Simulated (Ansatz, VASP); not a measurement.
## Two plane-wave programs on Ti4C

```
Ti C
1.0
     3.25534    0.00000    0.00000
     0.00000    3.25534    0.00000
     0.00000    0.00000   20.17937
Ti C
4 1
Direct
  0.50000 0.50000 0.19822
  0.00000 0.00000 0.27888
  0.50000 0.50000 0.35519
  0.00000 0.00000 0.43011
  0.00000 0.50000 0.47746
```

Alike in both runs: functional PBE; k mesh 8 × 8 × 1; occupations gaussian, width 0.1 eV; no spin polarisation.

Ansatz relaxed the structure, and its values are those at the end. VASP's run is a single point on that final structure, the one shown.

|  | VASP | Ansatz |
| --- | --- | --- |
| version | VASP 6.6.1 | Ansatz 0.2.0 |
| potentials or method | VASP PAW PBE potentials, release 64 (Ti_sv, C) | scalar-relativistic, plane waves, PAW |
| plane-wave cutoff (eV) | 520 | 420 |
| valence electrons in the cell | 52 | 52 |

Ansatz gave:

```
gap on the k mesh at the Fermi level (eV) : none
rms of the force components (eV/Å)        : 0.247
```

Problem. What did VASP give for the same quantities?

Solution. gap on the k mesh at the Fermi level (eV): none; rms of the force components (eV/Å): 0.244.

A gap of «none» marks a metal or a gap that the smearing closes. Ansatz warned: «vacuum_below_fermi».
